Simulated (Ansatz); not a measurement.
**Where the states of SnO2 lie**

```cif
data_structure
_symmetry_space_group_name_H-M 'P-3m1'
_symmetry_Int_Tables_number 164
_cell_length_a 3.2282
_cell_length_b 3.2282
_cell_length_c 5.4923
_cell_angle_alpha 90.000
_cell_angle_beta 90.000
_cell_angle_gamma 120.000
_cell_volume 49.57
loop_
_atom_site_label
_atom_site_type_symbol
_atom_site_symmetry_multiplicity
_atom_site_Wyckoff_symbol
_atom_site_fract_x
_atom_site_fract_y
_atom_site_fract_z
_atom_site_occupancy
Sn1 Sn 1 a 0.00000 0.00000 0.00000 1
O1 O 2 d 0.33333 0.66667 0.18416 1
```

The runs use the primitive cell with vectors (3.228, 0.000, 0.000), (-1.614, 2.796, 0.000), (0.000, 0.000, 5.492) Å, to which the k mesh refers.

The structure is trigonal, space group P-3m1 (No. 164). The conventional cell has a = 3.228 Å, b = 3.228 Å, c = 5.492 Å, α = 90.00°, β = 90.00°, γ = 120.00°. Around Sn (site symmetry -3m) lie 6 O at 2.12 Å. Around O (site symmetry 3m) lie 3 Sn at 2.12 Å.

The structure comes from a relaxation in the same program, started in the CdI2 type, and has space group P-3m1. Whether it is a known phase or the ground state wasn't checked.

No spin–orbit coupling, which matters for the heavy atoms here.

All numbers below come from DFT, PBE, all-electron LAPW, scalar-relativistic in Ansatz 0.2.0.

The runs use a Γ-centred 13×13×7 k mesh, Fermi–Dirac smearing of 0.08 eV, basis error target 1 meV/atom, no spin polarisation.

States per eV and cell, averaged over 0.4 eV, from -6.2 to 6.0 eV, with energies (bin centres) from the valence-band top; empty bins are left out. The partial columns, the largest 4 alone, are projections on Löwdin-orthogonalised atomic shells (those that the program's projection atoms carry: the occupied ones and, for some elements, an empty d or f shell; other empty shells have no column), summed over atoms of an element. Weights on diffuse s and p shells depend on that basis and aren't pure angular character.

```json
{"E (eV)": "-6.1", "total": "1.99", "O 2p": "1.06", "Sn 5s": "0.84", "Sn 5p": "0.00", "O 2s": "0.07"}
{"E (eV)": "-5.7", "total": "0.91", "O 2p": "0.48", "Sn 5s": "0.35", "Sn 5p": "0.00", "O 2s": "0.06"}
{"E (eV)": "-5.3", "total": "0.60", "O 2p": "0.32", "Sn 5s": "0.21", "Sn 5p": "0.00", "O 2s": "0.06"}
{"E (eV)": "-4.9", "total": "0.47", "O 2p": "0.25", "Sn 5s": "0.15", "Sn 5p": "0.00", "O 2s": "0.06"}
{"E (eV)": "-4.5", "total": "0.40", "O 2p": "0.21", "Sn 5s": "0.12", "Sn 5p": "0.00", "O 2s": "0.06"}
{"E (eV)": "-4.1", "total": "0.98", "O 2p": "0.62", "Sn 5s": "0.09", "Sn 5p": "0.16", "O 2s": "0.09"}
{"E (eV)": "-3.7", "total": "2.63", "O 2p": "1.82", "Sn 5s": "0.06", "Sn 5p": "0.57", "O 2s": "0.14"}
{"E (eV)": "-3.3", "total": "1.59", "O 2p": "1.18", "Sn 5s": "0.00", "Sn 5p": "0.31", "O 2s": "0.06"}
{"E (eV)": "-2.9", "total": "2.11", "O 2p": "1.65", "Sn 5s": "0.01", "Sn 5p": "0.37", "O 2s": "0.05"}
{"E (eV)": "-2.5", "total": "1.54", "O 2p": "1.25", "Sn 5s": "0.00", "Sn 5p": "0.23", "O 2s": "0.03"}
{"E (eV)": "-2.1", "total": "1.44", "O 2p": "1.21", "Sn 5s": "0.00", "Sn 5p": "0.18", "O 2s": "0.02"}
{"E (eV)": "-1.7", "total": "1.44", "O 2p": "1.24", "Sn 5s": "0.00", "Sn 5p": "0.15", "O 2s": "0.02"}
{"E (eV)": "-1.3", "total": "3.04", "O 2p": "2.73", "Sn 5s": "0.00", "Sn 5p": "0.19", "O 2s": "0.06"}
{"E (eV)": "-0.9", "total": "0.89", "O 2p": "0.82", "Sn 5s": "0.00", "Sn 5p": "0.05", "O 2s": "0.01"}
{"E (eV)": "-0.5", "total": "4.94", "O 2p": "4.80", "Sn 5s": "0.00", "Sn 5p": "0.02", "O 2s": "0.00"}
{"E (eV)": "-0.1", "total": "5.05", "O 2p": "4.93", "Sn 5s": "0.01", "Sn 5p": "0.02", "O 2s": "0.01"}
{"E (eV)": "2.7", "total": "0.07", "O 2p": "0.02", "Sn 5s": "0.03", "Sn 5p": "0.00", "O 2s": "0.01"}
{"E (eV)": "3.1", "total": "0.16", "O 2p": "0.06", "Sn 5s": "0.07", "Sn 5p": "0.01", "O 2s": "0.02"}
{"E (eV)": "3.5", "total": "0.21", "O 2p": "0.08", "Sn 5s": "0.09", "Sn 5p": "0.01", "O 2s": "0.03"}
{"E (eV)": "3.9", "total": "0.26", "O 2p": "0.10", "Sn 5s": "0.10", "Sn 5p": "0.02", "O 2s": "0.03"}
{"E (eV)": "4.3", "total": "0.33", "O 2p": "0.14", "Sn 5s": "0.13", "Sn 5p": "0.02", "O 2s": "0.03"}
{"E (eV)": "4.7", "total": "0.44", "O 2p": "0.19", "Sn 5s": "0.19", "Sn 5p": "0.02", "O 2s": "0.04"}
{"E (eV)": "5.1", "total": "0.74", "O 2p": "0.32", "Sn 5s": "0.34", "Sn 5p": "0.02", "O 2s": "0.04"}
{"E (eV)": "5.5", "total": "1.62", "O 2p": "0.69", "Sn 5s": "0.80", "Sn 5p": "0.01", "O 2s": "0.04"}
{"E (eV)": "5.9", "total": "1.09", "O 2p": "0.44", "Sn 5s": "0.49", "Sn 5p": "0.09", "O 2s": "0.03"}
```

Q: Which of the resolved shells contributes most in the top eV of the valence band?

A: O 2p, with 97 % of all states there; Sn 4d follows with 1 %.
